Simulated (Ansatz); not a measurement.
# Cd: response to a displaced atom

Aim: deform Cd (atom 2 (Cd) moved by (0.000, 0.000, 0.120) Å) and compute stress, forces and field gradients with LAPW, PAW and all-electron datasets made for the crystal.

Method: DFT PBE, scalar-relativistic, in Ansatz 0.2.0.

1 further run of the same task is left out (set aside as unsound or not needed).

### Step 1. The structure to begin with

Symmetry: P6_3/mmc, No. 194, hexagonal system. Conventional cell: a = 3.062 Å, b = 3.062 Å, c = 5.592 Å, α = 90.00°, β = 90.00°, γ = 120.00°. Around Cd (site symmetry -6m2) lie 12 Cd at 3.06 to 3.31 Å.

Structure file:

```cif
data_structure
_symmetry_space_group_name_H-M 'P6_3/mmc'
_symmetry_Int_Tables_number 194
_cell_length_a 3.0616
_cell_length_b 3.0616
_cell_length_c 5.5918
_cell_angle_alpha 90.000
_cell_angle_beta 90.000
_cell_angle_gamma 120.000
_cell_volume 45.39
loop_
_atom_site_label
_atom_site_type_symbol
_atom_site_symmetry_multiplicity
_atom_site_Wyckoff_symbol
_atom_site_fract_x
_atom_site_fract_y
_atom_site_fract_z
_atom_site_occupancy
Cd1 Cd 2 c 0.33333 0.66667 0.25000 1
```

The file gives the conventional cell by its symmetry; the runs use the cell typed in the input.

Atoms are numbered in the order of the input: Cd1, Cd2.

### Step 2. The deformed structure

Space group P6_3/mmc before, P-3m1 after.

### Step 3. Full-potential LAPW

Contents of input.yaml:

```yaml
crystal:
  lattice:
    - [3.0615656364, 0.0, 0.0]
    - [-1.5307828182, 2.6513936165, 0.0]
    - [0.0, 0.0, 5.591779396]
  atoms:
    - { symbol: Cd, position: [0.3333333333, 0.6666666667, 0.25] }
    - { symbol: Cd, position: [0.6666666667, 0.3333333333, 0.7714600741] }
kpoints:
  mp_grid: { grid: [14, 14, 8] }
scf:
  occupations: { method: fermi_dirac, width: 0.05 }
hamiltonian:
  xc: pbe
  pseudopotentials: { kind: all_electron, lapw: { basis_error: 0.0005 } }
output:
  forces: true
  stress: true
  eigenvalues: true
```

The run is started by

```bash
> ansatz run input.yaml --threads 1 --pin off --max-ram 2048MiB --backend cpu --events-out ev --progress --plain --runs-dir out
```

### Step 4. PAW on the default files

Edit input.yaml of step 3 so:

```diff
@@ -14,3 +14,3 @@
   xc: pbe
-  pseudopotentials: { kind: all_electron, lapw: { basis_error: 0.0005 } }
+  pseudopotentials: { kind: paw }
 output:
@@ -19 +19,6 @@
   eigenvalues: true
+  efg: { contact_densities: true }
+  write_density: true
+  write_potential: true
+  elf: true
+  volumetric_format: npy
```

### Step 5. All-electron PAW on datasets made for the crystal

Edit input.yaml of step 4 so:

```diff
@@ -14,3 +14,3 @@
   xc: pbe
-  pseudopotentials: { kind: paw }
+  pseudopotentials: { kind: all_electron, datasets: crystal }
 output:
@@ -20,5 +20 @@
   efg: { contact_densities: true }
-  write_density: true
-  write_potential: true
-  elf: true
-  volumetric_format: npy
```

(Steps that only read results are left out.)

Q: Predict the outcome of this session. Wanted: pressure; largest shear or deviatoric stress; force on Cd2 along the move.

As calculated:

| quantity | value |
| --- | --- |
| pressure | LAPW 0.20, PAW 0.19, crystal datasets 0.20 GPa |
| largest shear or deviatoric stress (LAPW) | 0.12 GPa |
| force on Cd2 along the move | -0.235 eV/Å |

The force on Cd2 points against the move; no run of the undisplaced cell is shown, so any force that was there before is in it. No run of the undeformed cell stands beside it, so the pressure holds what the given cell had before the change. PAW: stress within 0.01 GPa of LAPW, forces within 1 meV/Å. Crystal datasets: stress within 0.01 GPa of LAPW, forces within 1 meV/Å.
